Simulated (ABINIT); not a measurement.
Runs of ABINIT 10.8.3 (patched build) on CuI (Marshite). It takes space group F-43m (No. 216, cubic). Conventional cell: a = 6.063 Å, b = 6.063 Å, c = 6.063 Å, α = 90.00°, β = 90.00°, γ = 90.00°. I (site symmetry -43m) has 4 Cu at 2.63 Å as nearest neighbours. Cu (site symmetry -43m) has 4 I at 2.63 Å as nearest neighbours. 

```csv
task,level,potentials or basis,k mesh,cutoff (eV),fine-grid cutoff,mesh quality,gap on the mesh (eV),pressure (GPa)
band structure,HCTH407,JTH PAW PBE v2.0,8 × 8 × 8,707,1306.15 eV,not flagged,1.61,(a)
single point,LDA,JTH PAW LDA v2.0,10 × 10 × 10,544,1088.46 eV,not flagged,0.93,-
single point,PBEsol,JTH PAW PBE v2.0,5 × 5 × 5,707,1306.15 eV,not flagged,1.00,-2.0
single point,r2SCAN,JTH PAW PBE v2.0,3 × 3 × 3,844,1442.2 eV,coarse,1.58,(b)
```

Alike in all rows: no spin polarisation; cell as given; smearing fermi-dirac 0.05 eV.

Question: Estimate the missing entries.

Answer: (a) 3.9; (b) 0.5.

Caveats: some runs use coarse meshes; spin-orbit coupling is left out, which moves the levels of the heavy elements; the PAW data sets were made with another functional, which shifts forces and pressure a little (some runs).

A k mesh can miss the band edges, and the runs leave out spin-orbit coupling on I.

Runs at the PBE level aren't shown here.
